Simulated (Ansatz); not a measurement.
# InSe: the cost of one run

Program: Ansatz 0.2.0, driven from Python. Level of theory: DFT LDA, plane waves, PAW. These are calculated values, not measurements.

The COD entry's cell or inner coordinates are ideal or old and differ from later refinements, so a difference from it is no clean test against experiment.

**1. The system**

It takes space group R3m (No. 160, trigonal). Conventional cell: a = 4.000 Å, b = 4.000 Å, c = 25.320 Å, α = 90.00°, β = 90.00°, γ = 120.00°. In (site symmetry 3m) has 3 Se at 2.64 Å and 1 In at 2.82 Å as nearest neighbours. In (site symmetry 3m) has 3 Se at 2.63 Å and 1 In at 2.82 Å as nearest neighbours. Se (site symmetry 3m) is surrounded by 3 In at 2.64 Å. Se (site symmetry 3m) has 3 In at 2.63 Å as nearest neighbours.

No structure file is read: the coordinates are typed or built in the script.

**2. The code**

Contents of optics.py:

```python
"""Dielectric function of InSe against photon energy."""

import ansatz as az
import matplotlib.pyplot as plt
import numpy as np
from pymatgen.core import Lattice, Structure
from pymatgen.io.ase import AseAtomsAdaptor

SETTINGS = {
    "xc": "LDA",
    "occupations": "Fixed",
}


def main() -> None:
    pmg_structure = Structure(
        Lattice([[2.0, 1.154701, 8.44], [-2.0, 1.154701, 8.44], [0.0, -2.309401, 8.44]]),
        ["In", "In", "Se", "Se"],
        [
            [0.0, 0.0, 0.0],
            [0.1114, 0.1114, 0.1114],
            [0.6165, 0.6165, 0.6165],
            [0.8281, 0.8281, 0.8281],
        ],
    )
    system = az.Crystal.from_ase(AseAtomsAdaptor.get_atoms(pmg_structure))

    calculation = (
        system.calculation()
        .functional(SETTINGS["xc"])
        .pseudopotentials("paw")
        .kpoints(6)  # sampling of the Brillouin zone
        .occupations(SETTINGS["occupations"])
        .optics(energy_step=0.1, nscf_kmesh=(8, 8, 8))
    )
    outcome = calculation.run(threads=1, pin="off")
    spectra = outcome.optics()
    energy, filling = np.asarray(spectra.photon_energy_ev), spectra.band_filling
    gapped = filling.kind == "insulating"
    eps1 = np.asarray(filling.eps1 if gapped else filling.eps1_interband)[:3].mean(axis=0)
    eps2 = np.asarray(filling.eps2 if gapped else filling.eps2_interband)[:3].mean(axis=0)
    print("filling:", filling.kind, "- valid up to", round(spectra.valid_up_to_ev, 2), "eV,", spectra.n_bands, "bands")
    top = min(12, spectra.valid_up_to_ev)
    # mean of xx, yy and zz; between bands only where the bands are partly filled
    shown = energy <= top
    plt.figure(figsize=(4.8, 3.2))
    plt.plot(energy[shown], eps1[shown], label="eps1")
    plt.plot(energy[shown], eps2[shown], label="eps2")
    plt.xlabel("photon energy (eV)")
    plt.legend()
    plt.tight_layout()
    plt.savefig("optics.png", dpi=100)
    peak = int(np.argmax(np.where(shown & (energy > 0.3), eps2, 0)))
    print(f"strongest absorption at {energy[peak]:.2f} eV, eps2 = {eps2[peak]:.2f}")
    if gapped:
        print("eps_inf, bands beyond those summed included:", np.round(filling.eps_inf[:3], 3))
    print("f-sum electrons:", np.round(filling.get("f_sum_n_eff"), 3))


if __name__ == "__main__":
    main()
```

**3. What the engine is handed**

The engine receives this input:

```yaml
crystal:
  lattice:
    - [2.0, 1.154701, 8.44]
    - [-2.0, 1.154701, 8.44]
    - [0.0, -2.309401, 8.44]
  atoms:
    - { symbol: In, position: [0.0, 0.0, 0.0] }
    - { symbol: In, position: [0.1114, 0.1114, 0.1114] }
    - { symbol: Se, position: [0.6165, 0.6165, 0.6165] }
    - { symbol: Se, position: [0.8281, 0.8281, 0.8280999999999998] }
kpoints:
  mp_grid:
    grid: [6, 6, 6]
hamiltonian:
  xc: lda
  pseudopotentials:
    kind: paw
scf:
  occupations:
    method: fixed
output:
  optics:
    de: 0.1
    nscf_kmesh:
      grid: [8, 8, 8]
```

**4. The run**

Launch:

```sh
$ python optics.py
```

**Question.** How long does this script take on 1 thread of Arm Neoverse V1, shared host, and how much memory does it need?

About 11 min, with a peak of 1.4 GiB.
